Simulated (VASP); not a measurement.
Wanted: the native input for a VASP 6.6.1 run.

| Quantity | Value |
| --- | --- |
| Task | single point |
| Functional | PBEsol |
| Potentials or basis | VASP PAW PBE potentials, release 64 (Al) |
| Cutoff | 520 eV |
| k mesh | 15 × 15 × 15 |
| Occupations | fermi-dirac, width 0.1 eV |
| Spin | no spin polarisation |
| Dipole correction | no |
| Further INCAR settings | ALGO = Fast; EDIFF = 1e-07; NBANDS = 8 |

The structure of Al lies in POSCAR:

```
Al
1.0
   -1.5630250241      1.5630250241      1.5630250241
    1.5630250241     -1.5630250241      1.5630250241
    1.5630250241      1.5630250241     -1.5630250241
Al
1
Direct
    0.0000000000      0.0000000000      0.0000000000
```

This isn't the form of Al at room conditions, which is fcc.

One way to write it, as run:

INCAR

```
SYSTEM = Al
PREC     = Accurate       ! precision mode
ENCUT    = 520            ! plane-wave cutoff, eV
EDIFF    = 1E-7           ! SCF threshold, eV
ISMEAR   = -1             ! smearing method
SIGMA    = 0.1            ! smearing width, eV
LREAL    = .False.        ! projectors in reciprocal space
LASPH    = .True.         ! aspherical terms in the spheres
NELM     = 60             ! most SCF steps
ALGO     = Fast           ! electronic algorithm
ISIF     = 2              ! what is computed and relaxed
LWAVE    = .False.        ! write WAVECAR
LCHARG   = .False.        ! write CHGCAR
GGA      = PS             ! functional
NBANDS   = 8              ! bands
```

KPOINTS

```
regular mesh
0
Gamma
  15 15 15
  0 0 0
```

Potentials or basis: VASP PAW PBE potentials, release 64 (Al).

Launch:

```sh
$ cat potpaw_PBE.64/Al/POTCAR > POTCAR
$ mpirun -np 1 vasp_std > vasp.out
```

Results of the run:

The pressure is 7.2 GPa and the band gap on the k mesh is none (metal or under the smearing width).

Caveat: the PAW data sets were made with another functional, which shifts forces and pressure a little.

Run time: 8.4 s on 1 thread of AMD EPYC 9R14 (Zen 4) (shared host), peak memory 0.09 GiB.
